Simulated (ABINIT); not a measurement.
# NiO (Fm-3m) in ABINIT: notebook

One crystal, NiO, is run at these levels: PBE, PBEsol; tasks: relaxation of cell and atoms, single point.

Everything below comes from runs of ABINIT 10.8.3 (patched build). Logs are shortened: lines on timing, memory, paths and dates and some standing lists are left out, and cuts for length are marked. The log counts tension as positive stress, the text compression.

**The experiment to reproduce.**

From “Local correlations, non-local screening, multiplets, and band formation in NiO”, 2012, arxiv:1210.6675, for a bulk crystal of NiO: band gap 4.3 eV.

The runs below are set against these values where they give the same quantity.

## 1. Starting point

It takes space group Fm-3m (No. 225, cubic). The conventional cell has a = 4.172 Å, b = 4.172 Å, c = 4.172 Å, α = 90.00°, β = 90.00°, γ = 90.00°. Around Ni (site symmetry m-3m) lie 6 O at 2.09 Å. O (site symmetry m-3m) has 6 Ni at 2.09 Å as nearest neighbours.

## 2. Relaxation of cell and atoms, PBE, collinear spin, ferromagnetic start

The input, run.abi:

```
# Pseudopotentials
pp_dirpath "./"
pseudos "Ni.upf, O.upf"

# Structure
acell 5.5745227313 5.5745227313 5.5745227313
rprim
     0.0000000000     0.7071067812     0.7071067812
     0.7071067812     0.0000000000     0.7071067812
     0.7071067812     0.7071067812     0.0000000000
ntypat 2
znucl 28 8
natom 2
typat 1 2
chkprim 0
chksymtnons 0
tolsym 1.0e-6
xred
            0.0            0.0            0.0
            1/2            1/2            1/2

# Plane-wave basis
ecut 49.0
ecutsm 0.5

# k points
kptopt 1
ngkpt 8 8 8
nshiftk 1
shiftk 0.0 0.0 0.0

# Exchange and correlation
ixc 11

# Bands and occupations
nband 17
occopt 3
tsmear 0.05 eV

# Spin
nsppol 2
spinat
     0.0000000000     0.0000000000     1.0000000000
     0.0000000000     0.0000000000     0.0000000000

# SCF cycle
nstep 80
tolvrs 1.0e-12

# Output
iomode 3
prteig 0
prtebands 0
prtwf 0
prtden 0

# Relaxation
ionmov 2
optcell 2
ntime 50
tolmxf 2.0e-5
dilatmx 1.08
```

Potentials or basis: PseudoDojo NC SR PBE v0.4.1 standard.

The run is started by

```console
$ mpirun --bind-to none -np 4 abinit run.abi > log 2>&1
```

run.abo:

```text
.Version 10.8.3 of ABINIT
 Symmetries : space group Fm -3 m (#225); Bravais cF (face-center cubic)
================================================================================
 Values of the parameters that define the memory need of the present run
     intxc =       0    ionmov =       2      iscf =       7    lmnmax =       6
     lnmax =       6     mgfft =      40  mpssoang =       3    mqgrid =    3001
     natom =       2  nloc_mem =       1    nspden =       2   nspinor =       1
    nsppol =       2      nsym =      48    n1xccc =    2501    ntypat =       2
    occopt =       3   xclevel =       2
       mpw =        2550          nfft =       64000          nkpt =          29
================================================================================
================================================================================

--------------------------------------------------------------------------------
------------- Echo of variables that govern the present computation ------------
--------------------------------------------------------------------------------
 -outvars: echo values of preprocessed input variables --------
            acell      5.5745227313E+00  5.5745227313E+00  5.5745227313E+00 Bohr
              amu      5.86900000E+01  1.59994000E+01
          chkprim           0
      chksymtnons           0
          dilatmx      1.08000000E+00
             ecut      4.90000000E+01 Hartree
           ecutsm      5.00000000E-01 Hartree
           ionmov           2
              ixc          11
         kptrlatt        8    0    0      0    8    0      0    0    8
          kptrlen      4.45961819E+01
            natom           2
            nband          17
            ngfft          40      40      40
             nkpt          29
           nspden           2
           nsppol           2
            nstep          80
             nsym          48
            ntime          50
           ntypat           2
           occopt           3
          optcell           2
           prtden           0
        prtebands           0
           prteig           0
            prtwf           0
            rprim      0.0000000000E+00  7.0710678120E-01  7.0710678120E-01
                       7.0710678120E-01  0.0000000000E+00  7.0710678120E-01
                       7.0710678120E-01  7.0710678120E-01  0.0000000000E+00
          spgroup         225
           spinat      0.0000000000E+00  0.0000000000E+00  1.0000000000E+00
                       0.0000000000E+00  0.0000000000E+00  0.0000000000E+00
           tolmxf      2.00000000E-05
           tolsym      1.00000000E-06
           tolvrs      1.00000000E-12
           tsmear      1.83746611E-03 Hartree
            typat      1  2
           xangst      0.0000000000E+00  0.0000000000E+00  0.0000000000E+00
                       2.0859016400E+00  2.0859016400E+00  2.0859016400E+00
[... 496 lines left out ...]
       0.500000000000      0.500000000000      0.500000000000
 rms dE/dt=  0.0000E+00; max dE/dt=  0.0000E+00; dE/dt below (all hartree)
    1       0.000000000000      0.000000000000      0.000000000000
    2       0.000000000000      0.000000000000      0.000000000000

 cartesian coordinates (angstrom) at end:
    1      0.00000000000000     0.00000000000000     0.00000000000000
    2      2.07927189352054     2.07927189352054     2.07927189352054

 cartesian forces (hartree/bohr) at end:
    1     -0.00000000000000    -0.00000000000000    -0.00000000000000
    2     -0.00000000000000    -0.00000000000000    -0.00000000000000
 frms,max,avg= 0.0000000E+00 0.0000000E+00   0.000E+00  0.000E+00  0.000E+00 h/b

 cartesian forces (eV/Angstrom) at end:
    1     -0.00000000000000    -0.00000000000000    -0.00000000000000
    2     -0.00000000000000    -0.00000000000000    -0.00000000000000
 frms,max,avg= 0.0000000E+00 0.0000000E+00   0.000E+00  0.000E+00  0.000E+00 e/A
 length scales=  5.556804890851  5.556804890851  5.556804890851 bohr
              =  2.940534511678  2.940534511678  2.940534511678 angstroms
 Fermi (or HOMO) energy (hartree) =   0.33572   Average Vxc (hartree)=  -0.48449
 Magnetization (Bohr magneton)=  1.62564856E-07
 Total spin up =  1.19999999E+01   Total spin down =  1.20000001E+01
 Eigenvalues (hartree) for nkpt=  29  k points, SPIN UP:
 kpt#   1, nband= 17, wtk=  0.00195, kpt=  0.0000  0.0000  0.0000 (reduced coord)
  -3.45268   -1.99675   -1.99675   -1.99675   -0.42008    0.21782    0.21782    0.21782
   0.26705    0.26705    0.26705    0.27602    0.27602    0.39858    0.99252    1.03895
   1.03895
      occupation numbers for kpt#   1
   1.00000    1.00000    1.00000    1.00000    1.00000    1.00000    1.00000    1.00000
   1.00000    1.00000    1.00000    1.00000    1.00000    0.00000    0.00000    0.00000
   0.00000
 prteigrs : prtvol=0 or 1, do not print more k-points.

 Eigenvalues (hartree) for nkpt=  29  k points, SPIN DOWN:
 kpt#   1, nband= 17, wtk=  0.00195, kpt=  0.0000  0.0000  0.0000 (reduced coord)
  -3.45268   -1.99675   -1.99675   -1.99675   -0.42008    0.21782    0.21782    0.21782
   0.26705    0.26705    0.26705    0.27602    0.27602    0.39858    0.99252    1.03895
   1.03895
      occupation numbers for kpt#   1
   1.00000    1.00000    1.00000    1.00000    1.00000    1.00000    1.00000    1.00000
   1.00000    1.00000    1.00000    1.00000    1.00000    0.00000    0.00000    0.00000
   0.00000
 prteigrs : prtvol=0 or 1, do not print more k-points.

--- !EnergyTerms
iteration_state     : {dtset: 1, itime: 4, icycle: 1, }
comment             : Components of total free energy in Hartree
kinetic             :  9.03765872983026E+01
hartree             :  5.41199092595277E+01
xc                  : -2.55952555436834E+01
Ewald energy        : -1.19993034822577E+02
psp_core            :  5.09557670264821E+00
local_psp           : -1.59052225063727E+02
non_local_psp       : -2.92305619881412E+01
internal            : -1.84279004157650E+02
'-kT*entropy'       : -8.62198606598339E-04
total_energy        : -1.84279866356257E+02
total_energy_eV     : -5.01451062077786E+03
band_energy         : -1.65208086311290E+01
...

 Cartesian components of stress tensor (hartree/bohr^3)
  sigma(1 1)=  1.97923835E-09  sigma(3 2)=  0.00000000E+00
  sigma(2 2)=  1.97923836E-09  sigma(3 1)=  0.00000000E+00
  sigma(3 3)=  1.97923837E-09  sigma(2 1)=  0.00000000E+00

-Cartesian components of stress tensor (GPa)         [Pressure= -5.8231E-05 GPa]
- sigma(1 1)=  5.82312027E-05  sigma(3 2)=  0.00000000E+00
- sigma(2 2)=  5.82312029E-05  sigma(3 1)=  0.00000000E+00
- sigma(3 3)=  5.82312033E-05  sigma(2 1)=  0.00000000E+00

== END DATASET(S) ==============================================================
================================================================================

 -outvars: echo values of variables after computation  --------
            acell      5.5568048909E+00  5.5568048909E+00  5.5568048909E+00 Bohr
           etotal     -1.8427986636E+02
            fcart     -0.0000000000E+00 -0.0000000000E+00 -0.0000000000E+00
                      -0.0000000000E+00 -0.0000000000E+00 -0.0000000000E+00
            rprim      0.0000000000E+00  7.0710678119E-01  7.0710678119E-01
                       7.0710678119E-01  0.0000000000E+00  7.0710678119E-01
                       7.0710678119E-01  7.0710678119E-01  0.0000000000E+00
           strten      1.9792383496E-09  1.9792383565E-09  1.9792383704E-09
                       0.0000000000E+00  0.0000000000E+00  0.0000000000E+00
           xangst      0.0000000000E+00  0.0000000000E+00  0.0000000000E+00
                       2.0792718935E+00  2.0792718935E+00  2.0792718935E+00
             xred      0.0000000000E+00  0.0000000000E+00  0.0000000000E+00
                       5.0000000000E-01  5.0000000000E-01  5.0000000000E-01
 Calculation completed.
```

Run time: 2.5 min. Hardware: 4 MPI ranks of Intel Xeon Platinum 8259CL at 2.50GHz (Skylake/Cascade Lake), shared host; peak memory 0.36 GiB.

What came out:

* Free energy: -5014.5106 eV
* Relaxed volume: 8.99 Å³/atom
* Relaxed cell: a = 2.941 Å, b = 2.941 Å, c = 2.941 Å, α = 60.00°, β = 60.00°, γ = 60.00°
* Space group after relaxing (to 0.05 Å): Fm-3m (No. 225)
* Energy gained by relaxing: 0.5 meV/atom
* Ionic steps: 4
* Pressure after relaxing: 0.0 GPa
* Band gap on the k mesh: none (metal or under the smearing width)
* Net moment: 0.00 μB per cell

The path:
| step | energy change (eV) | largest force (eV/Å) | pressure (GPa) | volume (Å³) |
| --- | --- | --- | --- | --- |
| 1 | 0.0000 | 0.0000 | -1.91 | 18.15 |
| 2 | -0.0009 | 0.0000 | -0.75 | 18.05 |
| 3 | -0.0010 | 0.0000 | 0.01 | 17.98 |
| 4 | -0.0010 | 0.0000 | 0.00 | 17.98 |

Final structure:
```
CELL_PARAMETERS angstrom
0.00000 2.07927 2.07927
2.07927 0.00000 2.07927
2.07927 2.07927 0.00000
ATOMIC_POSITIONS crystal
Ni 0.00000 0.00000 0.00000
O 0.50000 0.50000 0.50000
```

Caveat: small starting moments can end in a higher magnetic state in this program; semilocal functionals often make such compounds metallic where correlation or magnetic order opens a gap, which also shifts bond lengths. With open d or f shells a metallic result of PBE can be an artefact of self-interaction; +U or a hybrid may open a gap.

## 3. Single point, PBE, collinear spin, ferromagnetic start (cell relaxed)

The input, run.abi:

```
# Pseudopotentials
pp_dirpath "./"
pseudos "Ni.upf, O.upf"

# Structure
acell 3*1.0
rprim
     0.0000000000     3.9292544107     3.9292544107
     3.9292544107     0.0000000000     3.9292544107
     3.9292544107     3.9292544107     0.0000000000
ntypat 2
znucl 28 8
natom 2
typat 1 2
xcart
     0.0000000000     0.0000000000     0.0000000000
     2.0792718900     2.0792718900     2.0792718900 Angstrom
chkprim 0
chksymtnons 0
tolsym 1.0e-6

# Plane-wave basis
ecut 1333.357926 eV

# k points
kptopt 1
ngkpt 8 8 8
nshiftk 1
shiftk 0.0 0.0 0.0

# Exchange and correlation
ixc 11

# Bands and occupations
nband 17
occopt 3
tsmear 0.05 eV

# Spin
nsppol 2
spinat
     0.0000000000     0.0000000000     1.0000000000
     0.0000000000     0.0000000000     0.0000000000

# SCF cycle
nstep 100
tolvrs 1.0e-10

# Output
iomode 3
prtwf 0
prtden 0
prteig 0
prtebands 0
enunit 2
```

Potentials or basis: PseudoDojo NC SR PBE v0.4.1 standard.

The run is started by

```console
$ mpirun --bind-to none -np 4 abinit run.abi > log 2>&1
```

run.abo:

```text
.Version 10.8.3 of ABINIT
 Symmetries : space group Fm -3 m (#225); Bravais cF (face-center cubic)
================================================================================
 Values of the parameters that define the memory need of the present run
     intxc =       0    ionmov =       0      iscf =       7    lmnmax =       6
     lnmax =       6     mgfft =      36  mpssoang =       3    mqgrid =    3001
     natom =       2  nloc_mem =       1    nspden =       2   nspinor =       1
    nsppol =       2      nsym =      48    n1xccc =    2501    ntypat =       2
    occopt =       3   xclevel =       2
       mpw =        2003          nfft =       46656          nkpt =          29
================================================================================
================================================================================

--------------------------------------------------------------------------------
------------- Echo of variables that govern the present computation ------------
[... 255 lines left out ...]
- sigma(3 3)= -8.32465964E+00  sigma(2 1)=  0.00000000E+00

== END DATASET(S) ==============================================================
================================================================================

 -outvars: echo values of variables after computation  --------
            acell      1.0000000000E+00  1.0000000000E+00  1.0000000000E+00 Bohr
           etotal     -1.8428555867E+02
            fcart     -0.0000000000E+00 -0.0000000000E+00 -0.0000000000E+00
                      -0.0000000000E+00 -0.0000000000E+00 -0.0000000000E+00
            rprim      0.0000000000E+00  3.9292544107E+00  3.9292544107E+00
                       3.9292544107E+00  0.0000000000E+00  3.9292544107E+00
                       3.9292544107E+00  3.9292544107E+00  0.0000000000E+00
           strten     -2.8294942996E-04 -2.8294942996E-04 -2.8294942996E-04
                       0.0000000000E+00  0.0000000000E+00  0.0000000000E+00
           xangst      0.0000000000E+00  0.0000000000E+00  0.0000000000E+00
                       2.0792718886E+00  2.0792718886E+00  2.0792718886E+00
             xred      0.0000000000E+00  0.0000000000E+00  0.0000000000E+00
                       5.0000000000E-01  5.0000000000E-01  5.0000000000E-01
 Calculation completed.
```

Wall time 44 s (4 MPI ranks of Intel Xeon Platinum 8259CL at 2.50GHz (Skylake/Cascade Lake), shared host); peak memory 0.32 GiB.

Results:

| Quantity | Value |
| --- | --- |
| Free energy | -5014.6655 eV |
| Pressure | 8.3 GPa |
| Band gap on the k mesh | none (metal or under the smearing width) |
| Net moment | 1.85 μB per cell |
| Site moments | Ni +1.51; O +0.33 μB |
| Valence electrons inside the program's atomic spheres | Ni 16.19; O 6.23 |

Caveat: small starting moments can end in a higher magnetic state in this program; a cell with one magnetic atom can't hold antiferromagnetic order, which such compounds often take; semilocal functionals often make such compounds metallic where correlation or magnetic order opens a gap, which also shifts bond lengths.

[end of part 1 of 3]
